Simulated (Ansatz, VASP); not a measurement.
# CuGePSe in two plane-wave programs, part 2 of 3

Wanted: the spread between two codes on one cell, functional and k mesh.  Valence electrons are named where the data sets of a main pair hold unlike numbers.

VASP 6.6.1 and Ansatz 0.2.0.

So far: Set-up; Ansatz: single point, LDA.

**3. VASP: single point, LDA**

Level of this step: LDA, no spin polarisation; plane waves and PAW (Ge_d, P, Cu, Se) (VASP).

The same cell, functional (in two slightly different forms), mesh and smearing now go to VASP, with its own data sets.

Lines of VASP's logs that name or quote its potential files are left out, and so is its time.

Contents of INCAR:

```
SYSTEM = CuGePSe
PREC = Normal
ENCUT = 380
EDIFF = 1E-06
NELM = 120
ISMEAR = 0
SIGMA = 0.4
LREAL = .FALSE.
ALGO = Normal
GGA = CA
NBANDS = 44
LORBIT = 11
LWAVE = .FALSE.
LCHARG = .FALSE.
KPAR = 4
IDIPOL = 3
LDIPOL = .TRUE.
DIPOL = 0.5 0.5 0.502
LVHAR = .TRUE.
LVACPOTAV = .TRUE.
```

Contents of POSCAR:

```
CuGePSe
1.0
    3.9076160419      0.0000000000      0.0000000000
   -1.9538080210      3.3840947606      0.0000000000
    0.0000000000      0.0000000000     25.3416781228
Ge P Cu Se
2 2 2 2
Direct
    0.3333333300      0.6666666700      0.2959551400
    0.0000000000      0.0000000000      0.5472477900
    0.6666666700      0.3333333300      0.3335213800
    0.3333333300      0.6666666700      0.5848140300
    0.6666666700      0.3333333300      0.4217168100
    0.3333333300      0.6666666700      0.6730094600
    0.0000000000      0.0000000000      0.4527522100
    0.6666666700      0.3333333300      0.7040448600
```

Contents of KPOINTS:

```
Automatic mesh
0
Gamma
9 9 1
0 0 0
```

Potentials, in the order of the species: Ge_d, P, Cu and Se (PBE family, release 64).

Run with:

```console
$ mpirun -np 4 vasp_std
```

Numbers of over 12 decimals in the logs are rounded to 6 here.

Output:

```text
[banner, memory and clock lines left out]
running    4 mpi-ranks, on    1 nodes
 distrk:  each k-point on    1 cores,    4 groups
 distr:  one band on    1 cores,    1 groups

 POSCAR found type information on POSCAR GeP CuSe
 POSCAR found :  4 types and       8 ions
|                                                                             |
|               ----> ADVICE to this user running VASP <----                  |
|                                                                             |
|     You enforced a specific xc type in the INCAR file but a different       |
|     [... a line on the potential file left out ...]
|     I HOPE YOU KNOW WHAT YOU ARE DOING!                                     |
|                                                                             |

 LDA part: xc-table for (Slater(with rela. corr.)+CA(PZ))
 , standard interpolation
 POSCAR, INCAR and KPOINTS ok, starting setup
 FFT: planning ... GRIDC
 FFT: planning ... GRID_SOFT
 FFT: planning ... GRID
 WAVECAR not read
 entering main loop
       N       E                     dE             d eps       ncg     rms          rms(c)
DAV:   1     0.640771008160E+03    0.64077E+03   -0.27022E+04  1368   0.184E+03
DAV:   2     0.732905538272E+02   -0.56748E+03   -0.54894E+03  1092   0.517E+02
DAV:   3    -0.358269467822E+02   -0.10912E+03   -0.10682E+03  1548   0.192E+02
DAV:   4    -0.437453150777E+02   -0.79184E+01   -0.78037E+01  1352   0.583E+01
DAV:   5    -0.441310277448E+02   -0.38571E+00   -0.38459E+00  1632   0.131E+01    0.203E+01
DAV:   6    -0.528588791955E+02   -0.87279E+01   -0.14437E+02  1416   0.196E+02    0.181E+01
DAV:   7    -0.490353641744E+02    0.38235E+01   -0.12180E+02  1432   0.103E+02    0.113E+01
DAV:   8    -0.409775226140E+02    0.80578E+01   -0.92838E+01  1576   0.402E+01    0.683E+00
DAV:   9    -0.404329173531E+02    0.54461E+00   -0.19150E+01  1576   0.653E+01    0.757E+00
DAV:  10    -0.404185275622E+02    0.14390E-01   -0.35681E+00  1600   0.277E+01    0.537E+00
DAV:  11    -0.398925402194E+02    0.52599E+00   -0.27316E+00  1480   0.246E+01    0.166E+00
DAV:  12    -0.398919717338E+02    0.56849E-03   -0.64576E-01  1520   0.129E+01    0.966E-01
DAV:  13    -0.398783201083E+02    0.13652E-01   -0.10301E-01  1568   0.316E+00    0.321E-01
DAV:  14    -0.398782153769E+02    0.10473E-03   -0.27470E-02  1640   0.215E+00    0.243E-01
[...]
DAV:  22    -0.398777529959E+02   -0.40422E-04   -0.20501E-05  1224   0.330E-02    0.409E-03
DAV:  23    -0.398777863175E+02   -0.33322E-04   -0.40219E-06  1036   0.266E-02    0.174E-03
DAV:  24    -0.398778033358E+02   -0.17018E-04   -0.15614E-06   856   0.112E-02    0.151E-03
DAV:  25    -0.398778178276E+02   -0.14492E-04   -0.10809E-06   788   0.912E-03    0.876E-04
DAV:  26    -0.398778204984E+02   -0.26707E-05   -0.18138E-07   784   0.350E-03    0.694E-04
DAV:  27    -0.398778255107E+02   -0.50124E-05   -0.32262E-07   720   0.266E-03    0.417E-04
DAV:  28    -0.398778266593E+02   -0.11486E-05   -0.12164E-07   756   0.242E-03    0.448E-04
DAV:  29    -0.398778274992E+02   -0.83989E-06   -0.61854E-08   716   0.210E-03
|                                                                             |
|           W    W    AA    RRRRR   N    N  II  N    N   GGGG   !!!           |
|           W    W   A  A   R    R  NN   N  II  NN   N  G    G  !!!           |
|           W    W  A    A  R    R  N N  N  II  N N  N  G       !!!           |
|           W WW W  AAAAAA  RRRRR   N  N N  II  N  N N  G  GGG   !            |
|           WW  WW  A    A  R   R   N   NN  II  N   NN  G    G                |
|           W    W  A    A  R    R  N    N  II  N    N   GGGG   !!!           |
|                                                                             |
|     Did not find any points to average over, which means that no vacuum     |
|     field-free region was found. Please increase the size of  your cell     |
|     in the dimension of the dipole correction to obtain accurate            |
|     workfunction values.                                                    |
|                                                                             |

   1 F= -.39877827E+02 E0= -.39697853E+02  d E =-.359949E+00
```

From OUTCAR (step 3):

```text
ion  position               nearest neighbor table
   1  0.333  0.667  0.296-   3 2.45   3 2.45   3 2.45
   2  0.000  0.000  0.547-   7 2.39   4 2.45   4 2.45   4 2.45
   3  0.667  0.333  0.334-   5 2.24   1 2.45   1 2.45   1 2.45
   4  0.333  0.667  0.585-   6 2.24   2 2.45   2 2.45   2 2.45
   5  0.667  0.333  0.422-   3 2.24   7 2.39   7 2.39   7 2.39
   6  0.333  0.667  0.673-   4 2.24   8 2.39   8 2.39   8 2.39
   7  0.000  0.000  0.453-   5 2.39   5 2.39   5 2.39   2 2.39
   8  0.667  0.333  0.704-   6 2.39   6 2.39   6 2.39

  LATTYP: Found a hexagonal cell.
 ALAT       =     3.9076160419
 C/A-ratio  =     6.4852016808

 Subroutine GETGRP returns: Found  6 space group operations
 (whereof  6 operations were pure point group operations)

The static configuration has the point symmetry C_3v.

 Found     12 irreducible k-points:

   k-points           NKPTS =     12   k-points in BZ     NKDIM =     12   number of bands    NBANDS=     44

   dimension x,y,z NGX =    20 NGY =   20 NGZ =  126
   dimension x,y,z NGXF=    40 NGYF=   40 NGZF=  252

   ENCUT  =  380.0 eV  27.93 Ry    5.28 a.u.   6.21  6.21 40.28*2*pi/ulx,y,z

   NELECT =      72.0000    total number of electrons

 k-points in reciprocal lattice and weights: Automatic mesh
   0.00000000  0.00000000  0.00000000       0.012
   0.11111111 -0.00000000  0.00000000       0.074
   0.22222222 -0.00000000  0.00000000       0.074
   0.33333333 -0.00000000  0.00000000       0.074
   0.44444444 -0.00000000  0.00000000       0.074
   0.11111111  0.11111111  0.00000000       0.074
   0.22222222  0.11111111  0.00000000       0.148
   0.33333333  0.11111111  0.00000000       0.148
   0.44444444  0.11111111  0.00000000       0.074
   0.22222222  0.22222222  0.00000000       0.074
   0.33333333  0.22222222  0.00000000       0.148
   0.33333333  0.33333333  0.00000000       0.025

 dipolmoment           0.000000      0.000000      0.090956 electrons x Angstroem

 average (electrostatic) potential at core
       1 -79.0955       2 -79.8456       3 -89.1346       4 -89.5616       5 -71.1586
       6 -71.2355       7 -58.9077       8 -58.0458

 E-fermi :  -0.6528

 k-point     1 :       0.0000    0.0000    0.0000
  band No.  band energies     occupation
    ...
     31      -2.0842      2.00000
     32      -1.6990      1.99978
     33      -0.6313      0.93928
     34      -0.5537      0.72616
     35      -0.5537      0.72614
     36      -0.3103      0.22596
     37       0.1774      0.00333
     38       0.1774      0.00333
     39       0.3061      0.00070
     40       1.9081      0.00000
    ...

 k-point     2 :       0.1111   -0.0000    0.0000
  band No.  band energies     occupation
    ...
     31      -2.2830      2.00000
     32      -1.4532      1.99534
     33      -0.8601      1.53629
     34      -0.6903      1.10561
     35      -0.5475      0.70969
     36      -0.0629      0.03702
     37      -0.0060      0.02221
     38       0.1286      0.00573
     39       0.6505      0.00000
     40       1.8330      0.00000
    ...

 k-point     3 :       0.2222   -0.0000    0.0000
  band No.  band energies     occupation
    ...
     31      -2.6133      2.00000
     32      -2.0848      2.00000
     33      -1.5631      1.99871
     34      -1.0463      1.83590
     35      -0.9119      1.64040
     36      -0.4355      0.44240
     37      -0.3161      0.23385
     38       0.3324      0.00050
     39       0.8024      0.00000
     40       1.9344      0.00000
    ...

  Total       -7.4022285     -7.4022285     -2.7046882      0.0000000      0.0000000      0.0000000
  in kB      -35.3902228    -35.3902228    -12.9311759      0.0000000      0.0000000      0.0000000
  external PRESSURE =     -27.9038739 kB  Pullay stress =       0.0000000 kB

  energy-cutoff  :      380.00
  volume of cell :      335.11
      direct lattice vectors                 reciprocal lattice vectors
     3.907616042  0.000000000  0.000000000     0.255910506  0.147750000  0.000000000
    -1.953808021  3.384094761  0.000000000     0.000000000  0.295499999  0.000000000
     0.000000000  0.000000000 25.341678123     0.000000000  0.000000000  0.039460686

 POSITION                                       TOTAL-FORCE (eV/Angst)
 -----------------------------------------------------------------------------------
     -0.00000      2.25606      7.50000         0.000000      0.000000     -0.234413
      0.00000      0.00000     13.86818        -0.000000      0.000000      0.197457
      1.95381      1.12803      8.45199        -0.000000      0.000000      0.543709
     -0.00000      2.25606     14.82017         0.000000     -0.000000      0.174411
      1.95381      1.12803     10.68701        -0.000000      0.000000      0.225151
     -0.00000      2.25606     17.05519         0.000000     -0.000000      0.261844
      0.00000      0.00000     11.47350        -0.000000      0.000000     -0.529624
      1.95381      1.12803     17.84168         0.000000      0.000000     -0.638535
 -----------------------------------------------------------------------------------
    total drift:                                0.000022      0.000009     -0.016928

  FREE ENERGIE OF THE ION-ELECTRON SYSTEM (eV)
  ---------------------------------------------------
  free  energy   TOTEN  =       -39.8778274992 eV

  energy  without entropy=      -39.5178781701  energy(sigma->0) =      -39.69785283

 vacuum level on the upper side and lower side of the slab         5.448         4.203

 total charge
# of ion       s       p       d       tot
------------------------------------------
    1        1.223   0.993  10.018  12.234
    2        1.153   1.092  10.054  12.299
    3        1.046   1.390   0.000   2.436
    4        1.071   1.354   0.000   2.425
    5        0.439   0.403   9.206  10.048
    6        0.451   0.417   9.138  10.007
    7        1.461   2.335   0.059   3.855
    8        1.470   2.257   0.037   3.764
--------------------------------------------------
tot          8.314  10.242  38.512  57.067

[... 3 further parts left out ...]
```

This run has no spin polarisation, so a moment on Cu, if there is one, isn't seen.

**4. Comparison**

Known differences besides the potentials themselves: the two LDA forms differ slightly; the data sets hold 108 valence electrons in Ansatz (on its default PAW (the set named soft_2) files) and 72 in VASP; the cutoff is 420 eV in Ansatz and 380 eV in VASP (PREC = Normal); Ansatz makes its cores anew for this functional, VASP keeps those of its PBE data sets; VASP's log shows a relativistic correction to its local exchange, Ansatz's none. Total energies have different zeros and are not compared.

The two programs side by side:

```
                                   quantity  Ansatz  VASP  difference
 work function, lower of the two faces (eV)    4.85  4.86        0.00
work function, higher of the two faces (eV)    6.09  6.10       -0.01
```

Forces (eV/Å; atoms numbered as in POSCAR):

```
atom        Ansatz x, y, z          VASP x, y, z
 Ge1  0.000, 0.000, -0.200  0.000, 0.000, -0.234
 Ge2   0.000, 0.000, 0.201   0.000, 0.000, 0.197
  P3   0.000, 0.000, 0.578   0.000, 0.000, 0.544
  P4   0.000, 0.000, 0.221   0.000, 0.000, 0.174
 Cu5   0.000, 0.000, 0.206   0.000, 0.000, 0.225
 Cu6   0.000, 0.000, 0.216   0.000, 0.000, 0.262
 Se7  0.000, 0.000, -0.545  0.000, 0.000, -0.530
 Se8  0.000, 0.000, -0.677  0.000, 0.000, -0.639
```

The forces differ by 19 meV/Å r.m.s., which is 8.4 % of the r.m.s. force of 0.226 eV/Å (both taken over all components). VASP's log warns that it found no field-free region in the vacuum, so its work functions are uncertain. With vacuum in the cell, a pressure given here is an average over mostly empty space and none of the material.

**5. Other set-ups**

Further runs change the set-up of one program: Ansatz's method, potentials or start, or VASP's data sets, cutoff or form of LDA. The table gives Ansatz less VASP for each quantity, since a change that brings one quantity closer may part another.

```
                                        run  r.m.s. force difference (meV/Å)  work function, lower of the two faces (eV)  work function, higher of the two faces (eV)
                                   as above                               19                                     -0.0046                                       -0.014
                       cores kept as stored                               17                                     -6.4e-4                                       -0.016
   Ansatz's larger PAW set (cutoff 1050 eV)                               18                                     -0.0061                                       -0.011
norm-conserving potentials (cutoff 1252 eV)                               27                                      0.0027                                       -0.016
```

**6. VASP: single point, PBE**

With cell and atoms fixed, the geometry can't cause a difference; cores, projectors, grids and the points listed under the comparison can.

Edit INCAR of step 3 so:

```diff
@@ -6,6 +6,6 @@
 ISMEAR = 0
-SIGMA = 0.4
+SIGMA = 0.05
 LREAL = .FALSE.
 ALGO = Normal
-GGA = CA
+GGA = PE
 NBANDS = 44
```

POSCAR is that of step 3.

KPOINTS is that of step 3.

Run with:

```console
$ mpirun -np 4 vasp_std
```

Output:

```text
[banner, memory and clock lines left out]
running    4 mpi-ranks, on    1 nodes
[...]
LDA part: xc-table for (Slater+PW92), standard interpolation
 POSCAR, INCAR and KPOINTS ok, starting setup
[...]
entering main loop
       N       E                     dE             d eps       ncg     rms          rms(c)
DAV:   1     0.645490133484E+03    0.64549E+03   -0.27012E+04  1356   0.184E+03
DAV:   2     0.775234522232E+02   -0.56797E+03   -0.54983E+03  1092   0.523E+02
DAV:   3    -0.298490308839E+02   -0.10737E+03   -0.10513E+03  1552   0.190E+02
DAV:   4    -0.374938552100E+02   -0.76448E+01   -0.75278E+01  1320   0.571E+01
[...]
DAV:  29    -0.342413644391E+02   -0.22111E-05   -0.26706E-07   756   0.585E-03    0.106E-03
DAV:  30    -0.342413662408E+02   -0.18017E-05   -0.49883E-07   764   0.592E-03    0.555E-04
DAV:  31    -0.342413663424E+02   -0.10164E-06   -0.12240E-07   604   0.335E-03
 [... a notice as in an earlier step ...]

   1 F= -.34241366E+02 E0= -.34236721E+02  d E =-.929138E-02
```

OUTCAR, selected parts (step 6):

```text
  Total       -2.5004737     -2.5004737      2.3504483      0.0000000      0.0000000      0.0000000
  in kB      -11.9548216    -11.9548216     11.2375470      0.0000000      0.0000000      0.0000000
  external PRESSURE =      -4.2240321 kB  Pullay stress =       0.0000000 kB

 POSITION                                       TOTAL-FORCE (eV/Angst)
 -----------------------------------------------------------------------------------
     -0.00000      2.25606      7.50000        -0.000000      0.000000     -0.578481
      0.00000      0.00000     13.86818         0.000000     -0.000000      0.266878
      1.95381      1.12803      8.45199         0.000000      0.000000      0.377922
     -0.00000      2.25606     14.82017        -0.000000     -0.000000      0.023947
      1.95381      1.12803     10.68701         0.000000     -0.000000      0.251434
     -0.00000      2.25606     17.05519        -0.000000      0.000000      0.319472
      0.00000      0.00000     11.47350         0.000000     -0.000000     -0.524083
      1.95381      1.12803     17.84168         0.000000      0.000000     -0.137091
 -----------------------------------------------------------------------------------
    total drift:                                0.000002      0.000022     -0.014929

  FREE ENERGIE OF THE ION-ELECTRON SYSTEM (eV)
  ---------------------------------------------------
  free  energy   TOTEN  =       -34.2413663424 eV

  energy  without entropy=      -34.2320749651  energy(sigma->0) =      -34.23672065

[... 2 parts as in an earlier step ...]

[... 1 further part left out ...]
[key lines of the parts left out:]
E-fermi :  -0.4678
```

LASPH is off, so gradient terms of the non-spherical density inside the spheres are left out; for open d or f shells this can shift gaps and moments.

**7. Ansatz: single point, PBE**

The same cell, functional, mesh and smearing now go to Ansatz, which takes its cutoff from its data sets.

Contents of input.yaml:

```yaml
crystal:
  lattice:
    - [3.9076160419, 0.0, 0.0]
    - [-1.953808021, 3.3840947606, 0.0]
    - [0.0, 0.0, 25.3416781228]
  atoms:
    - { symbol: Ge, position: [0.33333333, 0.66666667, 0.29595514] }
    - { symbol: Ge, position: [0.0, 0.0, 0.54724779] }
    - { symbol: P, position: [0.66666667, 0.33333333, 0.33352138] }
    - { symbol: P, position: [0.33333333, 0.66666667, 0.58481403] }
    - { symbol: Cu, position: [0.66666667, 0.33333333, 0.42171681] }
    - { symbol: Cu, position: [0.33333333, 0.66666667, 0.67300946] }
    - { symbol: Se, position: [0.0, 0.0, 0.45275221] }
    - { symbol: Se, position: [0.66666667, 0.33333333, 0.70404486] }
hamiltonian:
  xc: pbe
  pseudopotentials: { kind: paw }
kpoints:
  mp_grid: { grid: [9, 9, 1] }
scf:
  occupations: { method: gaussian, width: 0.05 }
  n_extra_bands: 6
efield:
  axis: 3
  dipole_correction: true
  ramp_width: 0.04
output:
  forces: true
  eigenvalues: true
```

Run with:

```console
$ ansatz run input.yaml --threads 4 --pin off --max-ram 9216MiB --backend cpu --events-out ev --progress --plain --runs-dir out
```

Output:

```text
[...]
Crystal: 8 atoms, lattice volume = 335.112 Å³
Basis set: ecut = 420 eV, 6589 PW (Γ), exchange–correlation on 54×54×360 points (8 copies of the dense FFT grid, shifted against one another)
Bands: 60, of which v1, the nominal top of the filled ones, is band 54 counted from 1 (53 counted from 0)
Symmetry: 6 space group operations
[...]
k-point 0: bands = [... 50 lower, 1.6107, 1.6202, 1.6202, 1.9220, 2.3769, 2.3769, 2.5538, 4.0952, ... 2 higher]
  k-point 1: bands = [... 50 lower, 1.3414, 1.4856, 1.6740, 2.1334, 2.1943, 2.3376, 2.9206, 4.0385, ... 2 higher]
  k-point 2: bands = [... 50 lower, 0.6711, 1.1356, 1.3043, 1.7666, 1.8821, 2.5498, 3.0702, 4.1647, ... 2 higher]
  k-point 11: bands = [... 50 lower, -0.2150, 0.0864, 0.2644, 0.9716, 1.1320, 3.1536, 4.5510, 4.9662, ... 2 higher]
[key lines of the parts left out:]
SCF converged after 11 iterations
Free energy (F): -34289.843955 eV
Fermi energy:    1.474661 eV
Dipole field:    D = -0.049543 V/Å  (p = -0.091751 e·Å, saw-weighted, corrected)
Work function:   Φ+ = 5.9593 eV   Φ− = 4.7037 eV
```

Wall time 3.6 s (4 threads of Intel Xeon 6975P-C (Granite Rapids), shared host); peak memory 0.94 GiB; 13 s of CPU time.

**8. Side by side**

What differs besides the data sets and the points named for the pairs above, as far as they apply: the data sets hold 108 valence electrons in Ansatz (on its default PAW (the set named soft_2) files) and 72 in VASP; VASP leaves aspherical gradient terms in its spheres out (LASPH is not set), Ansatz keeps them. Total energies have different zeros and are not compared.

The two programs side by side:

```
                                   quantity  Ansatz  VASP  difference
 work function, lower of the two faces (eV)    4.70  4.69       +0.01
work function, higher of the two faces (eV)    5.96  5.97       -0.01
```

Forces (eV/Å; atoms numbered as in POSCAR):

```
atom        Ansatz x, y, z          VASP x, y, z
 Ge1  0.000, 0.000, -0.572  0.000, 0.000, -0.578
 Ge2   0.000, 0.000, 0.266   0.000, 0.000, 0.267
  P3   0.000, 0.000, 0.402   0.000, 0.000, 0.378
  P4   0.000, 0.000, 0.066   0.000, 0.000, 0.024
 Cu5   0.000, 0.000, 0.256   0.000, 0.000, 0.251
 Cu6   0.000, 0.000, 0.291   0.000, 0.000, 0.319
 Se7  0.000, 0.000, -0.554  0.000, 0.000, -0.524
 Se8  0.000, 0.000, -0.155  0.000, 0.000, -0.137
```

The forces differ by 14 meV/Å r.m.s., which is 6.6 % of the r.m.s. force of 0.205 eV/Å (both taken over all components). VASP's log warns that it found no field-free region in the vacuum, so its work functions are uncertain. With vacuum in the cell, a pressure given here is an average over mostly empty space and none of the material.

(Continued in part 3 of 3.)

[Lines on the potential files, build, host, timing and source positions are cut from VASP's logs without a mark.]

[Logs are printed without paths, hosts, clocks, repeated set-up lines and the standing remarks that a program may print on its own settings, such as how far it seeks lower states.]

[Hosts, paths, dates, database ids (printed as entryN), source tags and the programs' standing remarks are cut or masked in the printed files.]
